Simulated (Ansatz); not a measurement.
The system is Hf.

```xyz
2
Lattice="3.1967 0.0000 0.0000 -1.5983 2.7684 0.0000 0.0000 0.0000 5.0578" Properties=species:S:1:pos:R:3 pbc="T T T"
Hf    1.5984    0.9228    3.7934
Hf    0.0000    1.8456    1.2645
```

| Item | Value |
| --- | --- |
| Program | Ansatz 0.2.0 |
| Task | relaxation of cell and atoms |
| Functional | BLYP |
| Dispersion | D3(BJ) |
| Potentials or basis | all-electron LAPW, scalar-relativistic |
| Basis error allowed | 0.001 eV/atom |
| k mesh | 10 × 10 × 5 |
| Occupations | fermi-dirac, width 0.05 eV |
| Spin | no spin polarisation |

At the start: volume 22.38 Å³/atom.

Q: How do energy, volume and symmetry change on relaxing?

A: Over 4 steps the energy falls by 17.3 meV/atom and the volume is 21.32 Å³/atom (-4.7 %); space group P6_3/mmc (No. 194, to 0.05 Å).

Step by step:
```
step  energy change (eV)  largest force (eV/Å)  volume (Å³)
   1              0.0000                0.0000        44.76
   2             -0.0342                0.0000        42.85
   3             -0.0345                0.0000        42.65
   4             -0.0345                0.0000        42.65
```

Final structure:
```
Hf
1.0
     3.14563    0.00000    0.00000
    -1.57281    2.72419    0.00000
     0.00000    0.00000    4.97703
Hf
2
Cartesian
  1.5728 0.9081 3.7328
  0.0000 1.8161 1.2443
```
